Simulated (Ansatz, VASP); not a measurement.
## Cross-check of Si (Sigma29 (520)[001] symmetric tilt boundary in Si) between VASP and Ansatz

One calculation is typed for both programs; each brings its own data sets. How far apart do they land? The cell is taken from a series of runs on this material, whose earlier steps may have relaxed, scaled, displaced or heated it; both programs get it as it stands.

Calculated with Ansatz 0.2.0; plane waves, with VASP 6.6.1 beside it; single point at r2SCAN.

**1. Set-up**

The cell holds 80 atoms: 80 Si. Its edges and angles: a = 5.469 Å, b = 14.977 Å, c = 20.643 Å, α = 90.0°, β = 90.0°, γ = 100.5°. It derives from Si. Two grains of Si, one the mirror image of the other in the boundary plane, two boundaries a cell; of 6 trial joints (lateral shifts, openings, close atoms taken out) the lowest after a short relaxation with the MACE-MP-0b2 potential was kept (shift [0.0, 0.5] of the surface cell, opening 0.83 A, one of each pair under 1.66 A removed), then its atoms and the cell's length along the normal were relaxed with that potential. Lattice constants are starting values near those of PBE. The structure's axis is c.

**2. VASP: single point, r2SCAN**

With cell and atoms fixed, the geometry can't cause a difference; cores, projectors, grids and the points listed under the comparison can.

Lines of VASP's logs that name or quote its potential files are left out, and so is its time.

Input file INCAR:

```
SYSTEM = Si
PREC = Accurate
ENCUT = 440
EDIFF = 1E-06
NELM = 120
ISMEAR = -1
SIGMA = 0.025
LREAL = Auto
ALGO = Normal
METAGGA = R2SCAN
LASPH = .TRUE.
NBANDS = 216
LORBIT = 11
LWAVE = .FALSE.
LCHARG = .FALSE.
ISIF = 2
GGA_COMPAT = .FALSE.
LMIXTAU = .TRUE.
```

Input file POSCAR:

```
Si
1.0
    5.4690000000      0.0000000000      0.0000000000
   -2.7345000000     14.7257300000      0.0000000000
    0.0000000000      0.0000000000     20.6434800000
Si
80
Direct
    0.4888000000      0.1417100000      0.9922700000
    0.8114700000      0.0668800000      0.0371900000
    0.8487800000      0.7475500000      0.0090400000
    0.4151800000      0.4668000000      0.9996100000
    0.1192200000      0.3328300000      0.0366000000
    0.3528400000      0.2249800000      0.0804300000
    0.5133300000      0.9423300000      0.0706700000
    0.0824800000      0.6336300000      0.0380500000
    0.7565600000      0.5126000000      0.0774600000
    0.9344900000      0.3931900000      0.1249100000
    0.0630400000      0.1108600000      0.1263300000
    0.6689100000      0.8117500000      0.0987600000
    0.3480100000      0.6890300000      0.1306200000
    0.5432300000      0.5677500000      0.1662100000
    0.6297000000      0.2764100000      0.1667900000
    0.2464400000      0.9846500000      0.1526400000
    0.9326100000      0.8624800000      0.1869600000
    0.1292300000      0.7415500000      0.2191700000
    0.2327200000      0.4485900000      0.2078000000
    0.8171100000      0.1572800000      0.2086300000
    0.5087000000      0.0343200000      0.2421600000
    0.7053100000      0.9133800000      0.2743800000
    0.8208200000      0.6185800000      0.2526900000
    0.4052300000      0.3272800000      0.2535200000
    0.0947200000      0.2081200000      0.2951100000
    0.2899400000      0.0868500000      0.3307200000
    0.3914600000      0.7912100000      0.3087000000
    0.0082400000      0.4994500000      0.2945300000
    0.7034500000      0.3826800000      0.3364100000
    0.8814000000      0.2632800000      0.3838600000
    0.9690400000      0.9641200000      0.3625800000
    0.5748800000      0.6649900000      0.3349900000
    0.2850900000      0.5508700000      0.3808900000
    0.5187400000      0.4430300000      0.4247300000
    0.5555100000      0.1422500000      0.4232900000
    0.1245600000      0.8335300000      0.3906700000
    0.8264000000      0.7089600000      0.4241400000
    0.1491200000      0.6341500000      0.4690500000
    0.2227200000      0.3090600000      0.4617200000
    0.7891500000      0.0283000000      0.4523000000
    0.4888000000      0.6417100000      0.9690700000
    0.8114700000      0.5668800000      0.9241400000
    0.8487800000      0.2475500000      0.9523000000
    0.4151800000      0.9668000000      0.9617300000
    0.1192200000      0.8328300000      0.9247300000
    0.3528400000      0.7249800000      0.8809100000
    0.5133300000      0.4423300000      0.8906700000
    0.0824800000      0.1336300000      0.9232800000
    0.7565600000      0.0126000000      0.8838800000
    0.9344900000      0.8931900000      0.8364300000
    0.0630400000      0.6108600000      0.8350000000
    0.6689100000      0.3117500000      0.8625800000
    0.3480100000      0.1890300000      0.8307200000
    0.5432300000      0.0677500000      0.7951300000
    0.6297000000      0.7764100000      0.7945500000
    0.2464400000      0.4846500000      0.8087000000
    0.9326100000      0.3624800000      0.7743800000
    0.1292300000      0.2415500000      0.7421600000
    0.2327200000      0.9485900000      0.7535400000
    0.8171100000      0.6572800000      0.7527000000
    0.5087000000      0.5343200000      0.7191800000
    0.7053100000      0.4133800000      0.6869600000
    0.8208200000      0.1185800000      0.7086500000
    0.4052300000      0.8272800000      0.7078200000
    0.0947200000      0.7081200000      0.6662300000
    0.2899400000      0.5868500000      0.6306200000
    0.3914600000      0.2912100000      0.6526300000
    0.0082400000      0.9994500000      0.6668100000
    0.7034500000      0.8826800000      0.6249200000
    0.8814000000      0.7632800000      0.5774800000
    0.9690400000      0.4641200000      0.5987600000
    0.5748800000      0.1649900000      0.6263500000
    0.2850900000      0.0508700000      0.5804400000
    0.5187400000      0.9430300000      0.5366100000
    0.5555100000      0.6422500000      0.5380500000
    0.1245600000      0.3335300000      0.5706700000
    0.8264000000      0.2089600000      0.5372000000
    0.1491200000      0.1341500000      0.4922800000
    0.2227200000      0.8090600000      0.4996100000
    0.7891500000      0.5283000000      0.5090400000
```

Input file KPOINTS:

```
Automatic mesh
0
Gamma
6 2 1
0 0 0
```

The projector-augmented-wave data sets are Si (PBE family, release 64).

Command:

```bash
$ export OMP_NUM_THREADS=3
$ mpirun -np 1 vasp_std
```

Numbers of over 12 decimals in the logs are rounded to 6 here.

Log:

```text
[banner, memory and clock lines left out]
running    1 mpi-ranks, on    1 nodes
[...]
Offloading initialized ...    1 GPUs detected
[...]
|                                                                             |
|               ----> ADVICE to this user running VASP <----                  |
|                                                                             |
|     You enforced a specific xc type in the INCAR file but a different       |
|     [... a line on the potential file left out ...]
|     I HOPE YOU KNOW WHAT YOU ARE DOING!                                     |
|                                                                             |

 LDA part: xc-table for (None), standard interpolation
|                                                                             |
|           W    W    AA    RRRRR   N    N  II  N    N   GGGG   !!!           |
|           W    W   A  A   R    R  NN   N  II  NN   N  G    G  !!!           |
|           W    W  A    A  R    R  N N  N  II  N N  N  G       !!!           |
[...]
|                                                                             |
|        The reciprocal lattice is base centered orthorhombic,                |
|        whereas your k-lattice is simple monoclinic.                         |
|                                                                             |
|     Results are often still useful ...                                      |
|                                                                             |

 POSCAR, INCAR and KPOINTS ok, starting setup
[...]
entering main loop
       N       E                     dE             d eps       ncg     rms          rms(c)
DAV:   1     0.462063994743E+03    0.46206E+03   -0.11287E+05  3456   0.111E+03
DAV:   2    -0.652641291525E+03   -0.11147E+04   -0.10514E+04  4112   0.175E+02
DAV:   3    -0.731970016410E+03   -0.79329E+02   -0.77228E+02  4288   0.412E+01
DAV:   4    -0.734093585255E+03   -0.21236E+01   -0.21034E+01  4200   0.796E+00
[...]
DAV:  17    -0.685483822197E+03   -0.28678E-05   -0.65221E-07  2200   0.146E-03    0.271E-03
DAV:  18    -0.685483823415E+03   -0.12185E-05   -0.17558E-07  2160   0.821E-04    0.119E-03
DAV:  19    -0.685483823650E+03   -0.23474E-06   -0.67497E-08  2128   0.483E-04
   1 F= -.68548382E+03 E0= -.68547656E+03  d E =-.145254E-01
```

OUTCAR, selected parts (step 2):

```text
  FREE ENERGIE OF THE ION-ELECTRON SYSTEM (eV)
  ---------------------------------------------------
  free  energy   TOTEN  =      -685.4838236499 eV

  energy  without entropy=     -685.4692982779  energy(sigma->0) =     -685.47656096
```

The run ends at a pressure of -3.01 GPa, with forces up to 0.27 eV/Å.

(Continued in part 2 of 2.)

[Lines on the potential files, build, host, timing and source positions are cut from VASP's logs without a mark.]

[Logs are printed without paths, hosts, clocks, repeated set-up lines and the standing remarks that a program may print on its own settings, such as how far it seeks lower states.]

[Hosts, paths, dates, database ids (printed as entryN), source tags and the programs' standing remarks are cut or masked in the printed files.]
